Why do two of three nearly equal d levels in a metal climb through the Fermi energy when the electron wave changes its wavelength, while the third sinks? The metal is molybdenum, here in a slightly strained fcc cell instead of its usual bcc structure. The answer lies in how the lobes of each d orbital meet the twelve neighbours, and it also explains why the number of filled levels changes from point to point.

Electron levels of molybdenum in a one-atom cell strained at random at fixed volume, computed with exciting (release sodium) using PBE and all-electron LAPW+lo, without spin polarisation or spin–orbit coupling. The k mesh is 11×11×11, with Fermi–Dirac smearing of 0.05 eV, and energies are relative to the Fermi energy.

| point a (reciprocal cell vector) | point b (reciprocal cell vector) | point c (reciprocal cell vector) | level under 4 (eV) | level under 3 (eV) | level under 2 (eV) | level under 1 (eV) | level over 1 (eV) | level over 2 (eV) |
| --- | --- | --- | --- | --- | --- | --- | --- | --- |
| 0.0000 | 0.0000 | 0.0000 | -6.67 | -0.89 | -0.681 | -0.484 | 1.740 | 2.073 |
| 0.6364 | 0.6364 | 0.0000 | -34.48 | -34.45 | -4.344 | -3.688 | 1.547 | 2.969 |
| 0.9091 | 0.5455 | 0.0909 | -3.76 | -1.76 | -0.185 | -0.051 | 3.634 | 5.927 |
| 0.4545 | 0.5455 | 0.1818 | -34.48 | -3.79 | -3.156 | -0.124 | 2.261 | 3.748 |
| 0.3636 | 0.5455 | 0.2727 | -34.35 | -2.76 | -2.129 | -1.540 | 0.775 | 2.552 |
| 0.0000 | 0.4545 | 0.4545 | -34.62 | -34.55 | -4.760 | -4.130 | 3.787 | 3.831 |
| 0.8182 | 0.0000 | 0.8182 | -34.26 | -34.24 | -5.140 | -2.006 | 0.261 | 0.388 |

Each row is one wave vector of the electrons in the crystal. Points a, b and c give the wave vector in units of the reciprocal cell vectors. "Level under 1" is the nearest level below the Fermi energy, "level over 1" the nearest above it, and the Fermi energy is the zero. A column therefore holds a rank, counted afresh at each point, and doesn't follow one band through the crystal.

**The limit without overlap**

The entries near −34 eV show what happens when orbitals hardly touch. They belong to the 4p shell, which is bound far more tightly than the valence electrons, and they agree with one another to within 0.4 eV wherever they appear. An orbital that doesn't overlap with its neighbours has the same energy whatever the phase of the wave. Spin–orbit coupling, left out here, would split this shell by an amount of the order of an electronvolt, so only its rough position should be read. These levels enter the columns wherever fewer than four valence levels lie under the Fermi energy.

**The limit of equal phase**

At point 1, called Γ, every atom carries the same orbital with the same sign. The lowest valence level, at −6.67 eV, is s-like. Above it come three d levels just under the Fermi energy and two more above it, with 2.6 eV between the means of the two groups. In a perfect cube each group would be a single level in this calculation without spin–orbit coupling. By symmetry, the spread of 0.3 to 0.4 eV within each group is the work of the strain.

The order of the groups follows from geometry. The lower three are the orbitals xy, xz and yz, whose lobes point straight at neighbours. Each has four neighbours along its lobes, and lobes of equal sign that meet head-on bond. The upper two, x²−y² and 3z²−r², point between the nearest neighbours. In x²−y², for example, the lobes meet the four neighbours in its own plane side by side, and for d orbitals of equal sign that contact is antibonding.

**What changes on the way to X**

X is the point where successive atomic planes carry opposite signs. Adding a whole reciprocal vector changes nothing, so point 7 is the same wave as (−0.1818, 0, −0.1818), which lies 36% of the way from Γ to X. In the same manner point 2 lies at 73% and point 6 at 91%. The three points belong to three different lines of this kind, which strain makes slightly unequal. Let z be the direction of travel on each line, so that the planes stand across it.

The xy orbital lies flat in such a plane. Its four head-on bonds join atoms of equal phase and stay intact. Its other eight contacts run between planes and are antibonding at Γ; once the planes alternate in sign, they become bonding. The xy level therefore sinks.

The xz and yz orbitals stand upright, and all their head-on bonds run between planes. Alternating signs turn those strong bonds into antibonds. Some of the weaker contacts improve at the same time, but they can't make up for the loss. Both levels therefore rise, and they rise together because the two orbitals differ only by a quarter turn about z.

The table shows the expected pattern at point 7. Two levels lie close together above the Fermi energy, at 0.26 and 0.39 eV, and a single one has dropped to −2.01 eV. Four valence levels lie under the Fermi energy at Γ and only two at point 7, so two bands must cross it in between. That the two levels found above it at point 7 are xz and yz is an inference from symmetry and spacing; one of them could instead be 3z²−r², which the contacts between planes would make sink along this line.

**An estimate from Γ alone**

The argument can be put into numbers with the standard ratios for d orbitals on neighbouring atoms: −6 for head-on contact (σ), 4 for side-by-side contact (π) and −1 for face-to-face contact (δ).

- For xy, a neighbour along the lobes gives ¾·(−6) + ¼·(−1) = −4.75, and each of the other eight gives ½·4 + ½·(−1) = 1.5. The sum at Γ is 4·(−4.75) + 8·1.5 = −7.
- For x²−y², the four neighbours in its plane give 4 each and the other eight −0.6875 each. The sum is 16 − 5.5 = 10.5.
- The two groups are thus 17.5 units apart, and the scale is chosen so that this equals the 2.59 eV found at Γ.

Let φ be the phase angle between successive planes, 0° at Γ and 180° at X. Every contact between planes is multiplied by cos φ. For xy these contacts sum to 8·1.5 = 12 units, so the level falls by 12·(1 − cos φ). For xz or yz they sum to 4·(−4.75) + 4·1.5 = −13 units, so the level rises by 13·(1 − cos φ).

At point 7, φ is 0.3636·180° ≈ 65°, and 1 − cos φ is 0.585. The upright pair should rise by (13/17.5)·2.59·0.585 ≈ 1.13 eV. Starting from the mean of −0.69 eV at Γ, it arrives at 0.44 eV, about 0.1 eV above the mean of the two computed levels. Point 7 had no part in setting the scale, but the comparison assumes that both levels belong to the pair. The same model, before any mixing with s, puts 3z²−r² at about 0.2 eV here. If one of the two levels is 3z²−r², the mean of the true pair lies no lower than the one used. The same steps put xy at −1.72 eV, which is 0.3 eV too high and within the size of the strain splittings at Γ.

**Where the estimate falls short**

Close to X the real rise is steeper. At point 6 the estimate puts the pair at 3.1 eV, whereas the two levels found there lie near 3.8 eV. The shortfall is about a sixth of the whole rise from Γ. By the same model x²−y² also rises to about this height, so one of the two levels may belong to it; the pair would then lie no lower, and the shortfall would be no smaller. A plausible reason is that the model treats orbitals on different atoms as if they didn't overlap in space, and overlap pushes antibonding levels up further; this has not been tested here.

The sinking level is harder to judge at points 2 and 6, because two levels lie low there, 0.6 to 0.7 eV apart. The estimate falls close to the upper one at both points. Since the same model misses by 0.7 eV elsewhere, this agreement doesn't settle which of the two is xy.

**The irregular point 2**

At point 2 the two levels above the Fermi energy are 1.4 eV apart, far too much for a pair that only strain separates. The upper one, at 2.97 eV, may belong to the rising pair, though it lies 0.5 eV above the estimate, or to x²−y². The lower one, at 1.55 eV, probably comes from a different process. In the same model the 3z²−r² level sinks towards X, because its contacts between planes are antibonding at Γ, while the s level rises. Along this direction the s wave and the 3z²−r² orbital have the same symmetry, so they mix, and mixing drives one level down and the other up. The second low level at points 2 and 6 would then be the lower partner of such a mixture, and the level at 1.55 eV the upper partner at point 2.

**Why the Fermi energy lies where it does**

The calculation places six valence electrons in each cell, enough to fill three levels per point on average. Γ has four valence levels under the Fermi energy and the points towards X have two, so the regions near X hold fewer electrons than the average and others hold more. Points 4 and 5, which lie off these lines, have three. Point 3 has at least four, but its highest is only 0.05 eV under the Fermi energy. That equals the smearing width, so this level is only about three quarters filled.

This changing count is what makes the crystal a metal. Subtracting the highest level under the Fermi energy from the lowest one over it would give a small positive number that looks like a band gap, but it only reflects the spacing of the points. The safer reading is to count the filled levels at each point: if the count changes, bands cross the Fermi energy.

For another d orbital on the way to X, one question gives the trend as long as the level doesn't mix with others: do its contacts between planes, taken together, bond or antibond at Γ? If they bond, the level rises towards X; if they antibond, it sinks. Contacts within a plane of equal phase don't change. The printed analysis below gives the counts, the splittings and the estimates for points 2, 6 and 7.

Printed output of the fit:

```
Levels listed under the Fermi energy:
     row  valence  semicore
     0.0        4         0
  0.6364        2         2
  0.9091        4         0
  0.4545        3         1
  0.3636        3         1
     0.0        2         2
  0.8182        2         2
Filled valence levels per point on average: 3
Spread of the listed 4p semicore levels in eV: 0.38
Mean of the three t2g levels at Gamma in eV: -0.685
Mean of the two eg levels at Gamma in eV: 1.906
Separation of eg and t2g means at Gamma in eV: 2.591
Spread of the t2g levels at Gamma in eV: 0.406
Spread of the eg levels at Gamma in eV: 0.333
Way from Gamma to X at points 2 and 6 and 7 in percent: 0.6364 72.72, 0.0 90.9, 0.8182 36.36
Estimated sinking xy level at points 2 and 6 and 7 in eV: 0.6364 -3.625, 0.0 -4.167, 0.8182 -1.724
Estimate less level under 1 at points 2 and 6 and 7 in eV: 0.6364 0.06257, 0.0 -0.03693, 0.8182 0.2824
Level under 1 less level under 2 at points 2 and 6 in eV: 0.6364 0.656, 0.0 0.63
Estimated rising xz and yz pair at points 2 and 6 and 7 in eV: 0.6364 2.5, 0.0 3.087, 0.8182 0.4402
Estimate less mean of the two levels over zero at points 6 and 7 in eV: 0.0 -0.7219, 0.8182 0.1157
Estimate less level over 2 at point 2 in eV: 0.6364 -0.4685
Separation of the two levels over zero at points 2 and 6 and 7 in eV: 0.6364 1.422, 0.0 0.044, 0.8182 0.127
```
